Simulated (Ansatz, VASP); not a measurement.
One calculation of BaTe, two programs

```
Ba Te
1.0
     0.00000    3.08263    3.08263
     3.08263    0.00000    3.08263
     3.08263    3.08263    0.00000
Ba Te
1 1
Cartesian
  0.0000 0.0000 0.0000
  3.0826 3.0826 3.0826
```

Alike in both runs: task single point; functional r2SCAN; k mesh 8 × 8 × 8; occupations gaussian, width 0.02 eV; no spin polarisation.

|  | VASP | Ansatz |
| --- | --- | --- |
| version | VASP 6.6.1 | Ansatz 0.2.0 |
| potentials or method | VASP PAW PBE potentials, release 64 (Ba_sv, Te) | scalar-relativistic, plane waves, PAW |
| plane-wave cutoff (eV) | 520 | 500 |
| valence electrons in the cell | 16 | 26 |

|  | VASP | Ansatz | Ansatz less VASP |
| --- | --- | --- | --- |
| gap on the k mesh at the Fermi level (eV) | 0.57 | 0.78 | +0.208 |
| least direct gap on the mesh (eV) | 0.77 | 0.89 | +0.122 |

The two sets of potentials don't hold the same shells in valence.

Caveats: spin-orbit coupling is left out, which moves the levels of the heavy elements. r2SCAN opens gaps a little over a GGA but as a rule still falls short of measured ones. A k mesh can miss the band edges.
